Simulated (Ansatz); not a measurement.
The system is Ti.

```
CELL_PARAMETERS angstrom
2.95000 0.00000 0.00000
-1.47500 2.55477 0.00000
0.00000 0.00000 4.68000
ATOMIC_POSITIONS crystal
Ti 0.66667 0.33333 0.75000
Ti 0.33333 0.66667 0.25000
```

```yaml
Program: Ansatz 0.2.0
Task: relaxation of cell and atoms
Functional: BLYP
Dispersion: D4
Potentials_or_basis: all-electron LAPW, scalar-relativistic
Basis_error_allowed: 0.001 eV/atom
k_mesh: 10 × 10 × 6
Occupations: fermi-dirac, width 0.05 eV
Spin: no spin polarisation
```

At the start: volume 17.64 Å³/atom.

Problem. How do energy, volume and symmetry change on relaxing?

Solution. Over 5 steps the energy falls by 3.4 meV/atom and the volume is 17.23 Å³/atom (-2.3 %); space group P6_3/mmc (No. 194, to 0.05 Å).

Step by step:
```csv
step,energy change (eV),largest force (eV/Å),volume (Å³)
1,0.0000,0.0000,35.27
2,-0.0067,0.0000,34.53
3,-0.0068,0.0000,34.44
4,-0.0068,0.0000,34.45
5,-0.0068,0.0000,34.45
```

Final structure:
```yaml
crystal:
  lattice:
    - [2.93332, 0.00000, 0.00000]
    - [-1.46666, 2.54033, 0.00000]
    - [0.00000, 0.00000, 4.62334]
  atoms:
    - { symbol: Ti, position: [0.66667, 0.33333, 0.75000] }
    - { symbol: Ti, position: [0.33333, 0.66667, 0.25000] }
```
